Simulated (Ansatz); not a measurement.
# Ge (sc type): a single-point run

Wanted: a converged single-point run for Ge (sc type), and a check of what comes out.

Computed with Ansatz 0.2.0 (DFT, PBEsol, PAW with Ansatz's default frozen-core files, scalar-relativistic (as first typed), unless a step's input says otherwise).

2 further runs of the same task are left out: 1 that didn't finish, 1 set aside as unsound or not needed.

### 1 The structure to begin with

It takes space group Pm-3m (No. 221, cubic). Conventional cell: a = 2.712 Å, b = 2.712 Å, c = 2.712 Å, α = 90.00°, β = 90.00°, γ = 90.00°. Ge (site symmetry m-3m) is surrounded by 6 Ge at 2.71 Å.

Coordinates:

```
Ge
1.0
     2.71207    0.00000    0.00000
     0.00000    2.71207    0.00000
     0.00000    0.00000    2.71207
Ge
1
Direct
  0.00000 0.00000 0.00000
```

### 2 Running it

File input.yaml:

```yaml
crystal:
  lattice:
    - [2.712074032, 0.0, 0.0]
    - [0.0, 2.712074032, 0.0]
    - [0.0, 0.0, 2.712074032]
  atoms:
    - { symbol: Ge, position: [0.0, 0.0, 0.0] }
kpoints:
  mp_grid: { grid: [13, 13, 13] }
  band_path:
    path:
      - [0.0, 0.0, 0.0]
      - [0.0, 0.5, 0.0]
      - [0.5, 0.5, 0.0]
      - [0.0, 0.0, 0.0]
      - [0.5, 0.5, 0.5]
      - [0.0, 0.5, 0.0]
      - [0.5, 0.5, 0.5]
      - [0.5, 0.5, 0.0]
    npoints: 5
scf:
  occupations: { method: fermi_dirac, width: 0.05 }
  convergence: { dr2_threshold: 1.0e-14 }
  max_iter: 80
hamiltonian:
  xc: pbesol
  pseudopotentials: { kind: paw }
output:
  forces: true
  stress: true
  eigenvalues: true
  efg: { contact_densities: true }
```

Command:

```
$ ansatz run input.yaml --threads 1 --pin off --max-ram 2048MiB --backend cpu --events-out ev --progress --plain --runs-dir out
```

Q: Will this input give a usable result? If not, why, and what should change?

The run converged and reported no error. Convergence says nothing about whether the input makes sense.

In the input, scf.convergence.dr2_threshold is 1.0e-14. What could go wrong: threshold needlessly tight. Once met, so tight a threshold does no harm; it costs cycles.

Run again and compare: delete scf.convergence.dr2_threshold (the default then holds).
